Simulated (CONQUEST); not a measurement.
# GaAs (F-43m) in CONQUEST: notebook

One crystal, GaAs, is run at these levels: PBE; tasks: equation of state.

All numbers are computed with CONQUEST 1.3; they aren't measurements. Logs are shortened: lines on timing, memory, paths and dates and some standing lists are left out, and cuts for length are marked.

## 1. Starting point

It takes space group F-43m (No. 216, cubic). Conventional cell: a = 5.654 Å, b = 5.654 Å, c = 5.654 Å, α = 90.00°, β = 90.00°, γ = 90.00°. As (site symmetry -43m) is surrounded by 4 Ga at 2.45 Å. Ga (site symmetry -43m) is surrounded by 4 As at 2.45 Å.

## 2. Equation of state, PBE, 21.23 Å³/atom (volume scaled by 0.94)

Conquest_input reads:

```
IO.Title GaAs
IO.Coordinates coords.dat
IO.FractionalAtomicCoords T
IO.Iprint 2
IO.Iprint_init 1
General.NumberOfSpecies 2
General.PseudopotentialType hamann
AtomMove.TypeOfRun static
AtomMove.FullStress T
Grid.PointsAlongX 40
Grid.PointsAlongY 40
Grid.PointsAlongZ 60
DM.SolutionMethod diagon
Diag.MPMesh T
Diag.GammaCentred T
Diag.MPMeshX 7
Diag.MPMeshY 7
Diag.MPMeshZ 5
Diag.kT 0.00183747
minE.SCTolerance 1e-6
SC.MaxIters 100
IO.AtomChargeOutput T
%block ChemicalSpeciesLabel
1 74.920 As
2 69.720 Ga
%endblock
```

coords.dat reads:

```
    7.4004690567     0.0000000000     0.0000000000
    0.0000000000     7.4004690567     0.0000000000
    0.0000000000     0.0000000000    10.4658437073
4
  0.0000000000   0.5000000000   0.2500000000 1 T T T
  0.5000000000   0.0000000000   0.7500000000 1 T T T
  0.0000000000   0.0000000000   0.0000000000 2 T T T
  0.5000000000   0.5000000000   0.5000000000 2 T T T
```

Potentials or basis: PseudoDojo NC PBE, DZ, grid of 40 × 40 × 60 points.

Run with:

```bash
Conquest
```

Log:

```text
Simulation cell dimensions:     7.4005 a0 x     7.4005 a0 x    10.4658 a0

      Atomic coordinates (a0)
         Atom         X         Y         Z  Species
            1    0.0000    3.7002    2.6165        1
            2    3.7002    0.0000    7.8494        1
            3    0.0000    0.0000    0.0000        2
            4    3.7002    3.7002    5.2329        2

         Monkhorst-Pack mesh:   7 x   7 x   5 gamma-centred
        This calculation includes non-local pseudopotentials,
         with a maximum core radius of      8.05697590

    Job title: GaAs
    Job to be run: static calculation

[... 5 lines left out ...]
      Using Fermi-Dirac smearing

    Integration grid size:     40 x   40 x   60

    Integration grid spacing:  0.185 a0 x 0.185 a0 x 0.174 a0

    Number of species:  2
    --------------------------------------------------------
    |   #  mass (au)  Charge (e)  SF Rad (a0)  NSF  Label  |
    --------------------------------------------------------
    |   1     74.920      15.000        7.215   13  As     |
    |   2     69.720      13.000        8.326   13  Ga     |
    --------------------------------------------------------
          SCF tolerance:                 0.00000100
          SCF iterations:               100

    The functional used will be GGA PBE96

           radial cut-off to be used is taken to be max PAO cut-off radius for this species:    6.962356

           greatest ang. mom. for making density from PAOs:  2

           radial cut-off to be used is taken to be max PAO cut-off radius for this species:    8.056976

           greatest ang. mom. for making density from PAOs:  2
    Minimum blocs/proc is     1500. Maximum blocs/proc is     1500
    set_atom_dens: In set_atomic_density, electrons :      56.000000000000
 matrix_size & matrix_size_padH =           52          52

    Screened ion int: energy:    -285.089887677371 Ha

    new_SC_potl: Starting.  Tolerance:  0.10000E-05

    PulayMixSC: Starting Pulay mixing, A_up =  0.500 A_dn =  0.500
    PulayMixSC: Spin non-polarised calculation.
          Harris-Foulkes Energy            :      -365.051614210206083 Ha
          (TS=0 as O(N) or entropic contribution is negligible)
          DFT Total Energy                 :      -365.032612658233120 Ha
          Total number of electrons        :        55.999999999999417
    PulayMixSC: Pulay iteration     1 residual:              0.12413E-02
          Harris-Foulkes Energy            :      -365.041813340295505 Ha
          GroundState Energy (E-(1/2)TS)   :      -365.041813348970152 Ha
          Free Energy (E-TS)               :      -365.041813357644855 Ha
          DFT Total Energy                 :      -365.041582587767834 Ha
          Total number of electrons        :        56.000007569932272
    PulayMixSC: Pulay iteration     2 residual:              0.47073E-03
          Harris-Foulkes Energy            :      -365.041631938489161 Ha
          GroundState Energy (E-(1/2)TS)   :      -365.041631946525115 Ha
          Free Energy (E-TS)               :      -365.041631954561069 Ha
          DFT Total Energy                 :      -365.041614621873919 Ha
          Total number of electrons        :        56.000012406168182
    PulayMixSC: Pulay iteration     3 residual:              0.18397E-03
          Harris-Foulkes Energy            :      -365.041620049920994 Ha
          GroundState Energy (E-(1/2)TS)   :      -365.041620057392947 Ha
          Free Energy (E-TS)               :      -365.041620064864901 Ha
          DFT Total Energy                 :      -365.041619767669488 Ha
          Total number of electrons        :        56.000015594707250
    PulayMixSC: Pulay iteration     4 residual:              0.87740E-05
          Harris-Foulkes Energy            :      -365.041619875701485 Ha
          GroundState Energy (E-(1/2)TS)   :      -365.041619883028488 Ha
          Free Energy (E-TS)               :      -365.041619890355491 Ha
          DFT Total Energy                 :      -365.041619865740188 Ha
          Total number of electrons        :        56.000015658322255
    PulayMixSC: Pulay iteration     5 residual:              0.10522E-05
          Harris-Foulkes Energy            :      -365.041619868921941 Ha
          GroundState Energy (E-(1/2)TS)   :      -365.041619876233483 Ha
          Free Energy (E-TS)               :      -365.041619883545081 Ha
          DFT Total Energy                 :      -365.041619868415580 Ha
          Total number of electrons        :        56.000015629646143
    PulayMixSC: Pulay iteration     6 residual:              0.31621E-06
    PulayMixSC: Reached SCF tolerance of  0.31621E-06 after      6 iterations
      | Number of electrons      =        56.000016
      |* band energy as 2Tr[K.H] =       -49.833962558804487 Ha
      |  screened ion-ion energy =      -285.089887677371337 Ha
      |  Ha correction           =         0.157719701859057 Ha
      |  XC correction           =       -30.275496766689706 Ha
      | GS Energy as E-(1/2)TS   =      -365.041619876233483 Ha
      | Free Energy as E-TS      =      -365.041619883545081 Ha
      |* Harris-Foulkes energy   =      -365.041619868921941 Ha
      |* DFT total energy        =      -365.041619868415580 Ha
      |  estimated accuracy      =        -0.000000000506361 Ha

    force: Forces on atoms (Ha/a0)
    force:  Atom   X              Y              Z
    force:     1   0.0000000000  -0.0000000000   0.0000000000
    force:     2  -0.0000000000   0.0000000000  -0.0000000000
    force:     3  -0.0000000000   0.0000000000   0.0000000000
    force:     4  -0.0000000000  -0.0000000000  -0.0000000000

    force: Maximum force :        0.00000000(Ha/a0) on atom         1 in z direction
    force: Force Residual:        0.00000000 Ha/a0
    force: Total stress:        -10.16962463     0.00000000     0.00000000 GPa
                             0.00000000   -10.16962463     0.00000000
                             0.00000000     0.00000000    -9.97512423
    force: Average pressure:     10.10479116 GPa

    force: Finished force
    get_E_and_F: Change in energy during last step of electronic optimisation:  0.67795E-08

    BIBLIOGRAPHY: Please consider citing the following references in the conquest.bib file

    CONQUEST:         Bowler2002pt, Miyazaki2004, Nakata2020
    Basis:            Bowler2019
    DM:               Bowler:2006xr
    Pseudopotentials: Hamann2013, Bowler2019
    XC functional:    Perdew1996
```

It took 38 s on 1 thread of Intel Xeon Platinum 8488C (Sapphire Rapids), shared host; peak memory 0.69 GiB.

What came out:

```
Free energy            : -9933.2885 eV
Pressure               : 10.1 GPa
Band gap on the k mesh : 0.99 eV
Mulliken charges       : As -0.57; Ga +0.57 e
```

Caveat: the atomic basis is small; Mulliken charges move with the basis; an odd mesh through Γ misses points on the zone boundary, where band edges often lie; the basis of atomic orbitals isn't converged, which shifts pressures, moduli and gaps; the real-space grid breaks the cell's symmetry a little.

## 3. Equation of state, PBE, 21.69 Å³/atom (volume scaled by 0.96)

Conquest_input is that of step 2.

coords.dat reads:

```
    7.4525867531     0.0000000000     0.0000000000
    0.0000000000     7.4525867531     0.0000000000
    0.0000000000     0.0000000000    10.5395492606
4
  0.0000000000   0.5000000000   0.2500000000 1 T T T
  0.5000000000   0.0000000000   0.7500000000 1 T T T
  0.0000000000   0.0000000000   0.0000000000 2 T T T
  0.5000000000   0.5000000000   0.5000000000 2 T T T
```

Potentials or basis: PseudoDojo NC PBE, DZ, grid of 40 × 40 × 60 points.

Run with:

```bash
Conquest
```

Run time: 38 s. Hardware: 1 thread of Intel Xeon Platinum 8488C (Sapphire Rapids), shared host; peak memory 0.68 GiB.

The run converged. Its results:

| Item | Value |
| --- | --- |
| Free energy | -9933.3915 eV |
| Pressure | 8.1 GPa |
| Band gap on the k mesh | 0.82 eV |
| Mulliken charges | As -0.56; Ga +0.56 e |

Caveat: the atomic basis is small; Mulliken charges move with the basis; an odd mesh through Γ misses points on the zone boundary, where band edges often lie; the basis of atomic orbitals isn't converged, which shifts pressures, moduli and gaps; the real-space grid breaks the cell's symmetry a little.

## 4. Equation of state, PBE, 22.14 Å³/atom (volume scaled by 0.98)

Conquest_input is that of step 3.

coords.dat reads:

```
    7.5039855273     0.0000000000     0.0000000000
    0.0000000000     7.5039855273     0.0000000000
    0.0000000000     0.0000000000    10.6122381042
4
  0.0000000000   0.5000000000   0.2500000000 1 T T T
  0.5000000000   0.0000000000   0.7500000000 1 T T T
  0.0000000000   0.0000000000   0.0000000000 2 T T T
  0.5000000000   0.5000000000   0.5000000000 2 T T T
```

Run with:

```bash
Conquest
```

Wall time 35 s (1 thread of Intel Xeon Platinum 8488C (Sapphire Rapids), shared host); peak memory 0.66 GiB.

Results (log left out):

```yaml
Free_energy: -9933.4709 eV
Pressure: 6.0 GPa
Band_gap_on_the_k_mesh: 0.65 eV
Mulliken_charges: As -0.56; Ga +0.56 e
```

Caveat: the atomic basis is small; Mulliken charges move with the basis; an odd mesh through Γ misses points on the zone boundary, where band edges often lie; the basis of atomic orbitals isn't converged, which shifts pressures, moduli and gaps; the real-space grid breaks the cell's symmetry a little.

## 5. Equation of state, PBE, 22.59 Å³/atom

Conquest_input is that of step 4.

coords.dat reads:

```
    7.5546896704     0.0000000000     0.0000000000
    0.0000000000     7.5546896704     0.0000000000
    0.0000000000     0.0000000000    10.6839445908
4
  0.0000000000   0.5000000000   0.2500000000 1 T T T
  0.5000000000   0.0000000000   0.7500000000 1 T T T
  0.0000000000   0.0000000000   0.0000000000 2 T T T
  0.5000000000   0.5000000000   0.5000000000 2 T T T
```

Run with:

```bash
Conquest
```

Run time: 34 s. Hardware: 1 thread of Intel Xeon Platinum 8488C (Sapphire Rapids), shared host; peak memory 0.64 GiB.

Results (log left out):

| Item | Value |
| --- | --- |
| Free energy | -9933.5270 eV |
| Pressure | 4.1 GPa |
| Band gap on the k mesh | 0.49 eV |
| Mulliken charges | As -0.55; Ga +0.55 e |

Caveat: the atomic basis is small; Mulliken charges move with the basis; an odd mesh through Γ misses points on the zone boundary, where band edges often lie; the basis of atomic orbitals isn't converged, which shifts pressures, moduli and gaps.

## 6. Equation of state, PBE, 23.04 Å³/atom (volume scaled by 1.02)

Conquest_input is that of step 5.

coords.dat reads:

```
    7.6047221858     0.0000000000     0.0000000000
    0.0000000000     7.6047221858     0.0000000000
    0.0000000000     0.0000000000    10.7547012527
4
  0.0000000000   0.5000000000   0.2500000000 1 T T T
  0.5000000000   0.0000000000   0.7500000000 1 T T T
  0.0000000000   0.0000000000   0.0000000000 2 T T T
  0.5000000000   0.5000000000   0.5000000000 2 T T T
```

Potentials or basis: PseudoDojo NC PBE, DZ, grid of 40 × 40 × 60 points.

Run with:

```bash
Conquest
```

It took 34 s on 1 thread of Intel Xeon Platinum 8488C (Sapphire Rapids), shared host; peak memory 0.64 GiB.

Results (log left out):

```yaml
Free_energy: -9933.5660 eV
Pressure: 2.9 GPa
Band_gap_on_the_k_mesh: 0.33 eV
Mulliken_charges: As -0.55; Ga +0.55 e
```

Caveat: the atomic basis is small; Mulliken charges move with the basis; an odd mesh through Γ misses points on the zone boundary, where band edges often lie; the basis of atomic orbitals isn't converged, which shifts pressures, moduli and gaps; the real-space grid breaks the cell's symmetry a little.

## 7. Equation of state, PBE, 23.49 Å³/atom (volume scaled by 1.04)

Conquest_input is that of step 6.

coords.dat reads:

```
    7.6541048825     0.0000000000     0.0000000000
    0.0000000000     7.6541048825     0.0000000000
    0.0000000000     0.0000000000    10.8245389321
4
  0.0000000000   0.5000000000   0.2500000000 1 T T T
  0.5000000000   0.0000000000   0.7500000000 1 T T T
  0.0000000000   0.0000000000   0.0000000000 2 T T T
  0.5000000000   0.5000000000   0.5000000000 2 T T T
```

Run with:

```bash
Conquest
```

It took 34 s on 1 thread of Intel Xeon Platinum 8488C (Sapphire Rapids), shared host; peak memory 0.64 GiB.

It converged, with:

| Property | Result |
| --- | --- |
| Free energy | -9933.5916 eV |
| Pressure | 1.7 GPa |
| Band gap on the k mesh | 0.19 eV |
| Mulliken charges | As -0.54; Ga +0.54 e |

Caveat: the atomic basis is small; Mulliken charges move with the basis; an odd mesh through Γ misses points on the zone boundary, where band edges often lie; the basis of atomic orbitals isn't converged, which shifts pressures, moduli and gaps; the real-space grid breaks the cell's symmetry a little.

## 8. Equation of state, PBE, 23.94 Å³/atom (volume scaled by 1.06)

Conquest_input is that of step 7.

coords.dat reads:

```
    7.7028584573     0.0000000000     0.0000000000
    0.0000000000     7.7028584573     0.0000000000
    0.0000000000     0.0000000000    10.8934868988
4
  0.0000000000   0.5000000000   0.2500000000 1 T T T
  0.5000000000   0.0000000000   0.7500000000 1 T T T
  0.0000000000   0.0000000000   0.0000000000 2 T T T
  0.5000000000   0.5000000000   0.5000000000 2 T T T
```

Run with:

```bash
Conquest
```

It took 33 s on 1 thread of Intel Xeon Platinum 8488C (Sapphire Rapids), shared host; peak memory 0.62 GiB.

Results (log left out):

| Property | Result |
| --- | --- |
| Free energy | -9933.6023 eV |
| Pressure | 0.3 GPa |
| Band gap on the k mesh | none (metal or under the smearing width) |
| Mulliken charges | As -0.53; Ga +0.53 e |

Caveat: the atomic basis is small; Mulliken charges move with the basis; the basis of atomic orbitals isn't converged, which shifts pressures, moduli and gaps; the real-space grid breaks the cell's symmetry a little.

## 9. Equation of state, PBE

Potentials or basis: PseudoDojo NC PBE, DZ, grid of 40 × 40 × 60 points.

This step only gathers the single runs of the series.

Results:

| Quantity | Value |
| --- | --- |
| Equilibrium volume | 24.23 Å³/atom (rough: see the caveat) |
| Bulk modulus | 44 GPa (rough) |

Energy against volume, from the lowest point:
| volume (Å³/atom) | energy (meV/atom) |
| --- | --- |
| 21.234 | 78.45 |
| 21.686 | 52.71 |
| 22.138 | 32.86 |
| 22.590 | 18.83 |
| 23.041 | 9.08 |
| 23.493 | 2.69 |
| 23.945 | 0.00 |

Caveat: the minimum lies outside the volumes run; the atomic basis is small; the fit is doubtful: noisy points or a state that changes with volume; the basis of atomic orbitals isn't converged, which shifts pressures, moduli and gaps.
